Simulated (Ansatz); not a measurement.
Co, DFT, PBE, all-electron PAW with datasets made for the crystal, scalar-relativistic (Ansatz 0.2.0), run on 1 thread of Intel(R) Xeon(R) 6975P-C (Granite Rapids) on a shared host.

The cell comes from COD entry 9011615, which wasn't checked; take it as a given geometry. It differs from other determinations. The listed cell was then made from it by scaling, straining or moving an atom.

Command: `ansatz run input.yaml --threads 1 --pin off --max-ram 3072MiB --backend cpu --events-out ev --progress --plain --runs-dir out`

```yaml
crystal:
  lattice:
    - [2.468620852, 0.0, 0.0]
    - [-1.234310426, 2.1378883702, 0.0]
    - [0.0, 0.0, 4.091]
  atoms:
    - { symbol: Co, position: [0.3333333333, 0.6666666667, 0.25], spin: 2.0 }
    - { symbol: Co, position: [0.6666666667, 0.3333333333, 0.75], spin: 2.0 }
magnetization:
  spin_polarized: true
kpoints:
  mp_grid: { grid: [19, 19, 10] }
scf:
  occupations: { method: fermi_dirac, width: 0.05 }
hamiltonian:
  xc: pbe
  pseudopotentials: { kind: all_electron, datasets: crystal }
output:
  forces: true
  stress: true
  eigenvalues: true
  efg: { contact_densities: true }
```

How large is the problem that the program sets up?

240 irreducible k-points, 287 plane waves at Γ, 23 bands.

About how long does it take, and how much memory does it use?

45 s of wall time for 8 SCF iterations, with a peak of 1.2 GiB. Times on shared machines scatter by tens of per cent.

And the same cell and mesh by PAW with the default files, asked for forces, stress, eigenvalues, efg, write_density, write_potential, elf, on the same hardware?

10 s, peak memory 0.54 GiB.
